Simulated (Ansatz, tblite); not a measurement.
## A script for PbS (GFN1-xTB)

These are simulated results from tblite 0.8.0, not measurements. The cell was built from a prototype and was relaxed with r2SCAN in plane waves (Ansatz 0.2.0). Not every such cell is a known phase. All runs are without spin polarisation.

Space group Pm-3m (No. 221), cubic; conventional cell a = 3.635 Å, 24.02 Å³ an atom. Pb has 8 S at 3.15 Å; S has 8 Pb at 3.15 Å.

tblite solves periodic systems at the zone centre alone, so the script builds a cluster of 3×3×3 conventional cells (54 atoms), which folds in a coarse mesh of k points.

The script, run.py:

```python
import json
from ase import Atoms
from ase.build import make_supercell
from ase.units import Bohr, GPa, Hartree
from tblite.interface import Calculator

atoms = Atoms(['Pb', 'S'],
              cell=[[3.635132, -0.0, 0.0], [-0.0, 3.635132, 0.0], [0.0, 0.0, 3.635132]],
              scaled_positions=[[-0.0, -0.0, -0.0], [0.5, 0.5, 0.5]],
              pbc=True)
cluster = make_supercell(atoms, [[3, 0, 0], [0, 3, 0], [0, 0, 3]])
calc = Calculator('GFN1-xTB', cluster.numbers, cluster.positions / Bohr, lattice=cluster.cell[:] / Bohr, periodic=cluster.pbc)
calc.set('temperature', 0.02 / Hartree)
calc.set('max-iter', 150)
res = calc.singlepoint()
levels = res.get('orbital-energies') * Hartree
nv = round(res.get('orbital-occupations').sum() / 2)
cells = len(cluster) // len(atoms)
out = {'energy_per_cell': res.get('energy') * Hartree / cells, 'homo': levels[nv - 1], 'lumo': levels[nv],
       'stress': (-res.get('virial') * Hartree / cluster.get_volume() / GPa).tolist(), 'charges': res.get('charges')[:len(atoms)].tolist(), 'electrons': 2 * nv / cells}
json.dump(out, open('results.json', 'w'))
for key, value in out.items():
    print(key, value)
```

Command: `python run.py`. It took 1.3 s on 1 thread of Arm Neoverse V2 (shared host), peak memory 0.11 GiB.

The log:

```
------------------------------------------------------------
  cycle        total energy    energy error   density error
------------------------------------------------------------
      1     -135.0897075570  -1.3461615E+02   9.7114557E-01
      2     -129.2399496495   5.8497579E+00   1.0969994E+00
      3     -145.1765187354  -1.5936569E+01   2.9180383E-01
      4     -146.2857165776  -1.1091978E+00   7.5319902E-03
      5     -146.2860852361  -3.6865855E-04   2.3784503E-03
      6     -146.2860774020   7.8341167E-06   1.8235140E-03
      7     -146.2860966996  -1.9297592E-05   1.2175167E-03
      8     -146.2861130456  -1.6345991E-05   3.4755970E-05
      9     -146.2861130627  -1.7136898E-08   1.1733969E-06
------------------------------------------------------------

 total:                                   0.731 sec
energy_per_cell -147.43140342794834
homo -11.64097707840142
lumo -8.934356758416916
stress [[-17.276491576668338, -7.050268735119732e-06, -7.0502687170211335e-06], [-7.05026873485288e-06, -17.27649157666827, -7.050268709381521e-06], [-7.050268717160286e-06, -7.050268709486049e-06, -17.276491576668285]]
charges [0.37460557203225453, -0.3746038228719782]
electrons 10.0
```

The cycle table is in hartree for the whole cluster, and the lines after it are in eV (the energy for one cell). The printed stress is in GPa and positive in compression, and the pressure is its mean diagonal.

GFN1-xTB gives a gap of 2.71 eV. On the same cell, plane-wave PBE (Ansatz, 8×8×8 k points and the special points) gives no gap (an overlap of 0.45 eV at the points read) and r2SCAN no gap (an overlap of 0.25 eV at the points read); on shared hosts these took about 1.8 and 4.3 core-seconds on the 2-atom cell, against 1.3 for the script. Spin-orbit coupling, left out in all these runs, can cut or reorder the gap by tenths of an eV, up to about 1 eV with Pb or Bi. It shows a gap where PBE has none, though the cluster may miss the k points where PBE's bands overlap. xTB was fitted to molecules, so gaps, charges and pressures of solids can be far off, and the gap also depends on the size of the cluster.

The same script was run on cells scaled at fixed shape and fractional coordinates:

```csv
volume (Å³/atom),energy (meV/atom),"pressure (GPa, positive in compression)",gap (eV)
21.14,-225.9,-5.98,3.08
22.58,-138.1,-13.03,2.89
24.02,0.0,-17.28,2.71
25.46,167.2,-19.63,2.38
26.90,348.3,-19.95,2.07
```

The minimum lies beyond the smallest of these volumes.

xTB was fitted mostly to molecules, and a small cluster samples few k points, so gaps, pressures and kinks along a curve can be far from a solid's.

Spin-orbit coupling is left out; in compounds of Pb, Bi, Tl or Hg it can lower a gap by up to about 1 eV, split its edges or invert the bands.
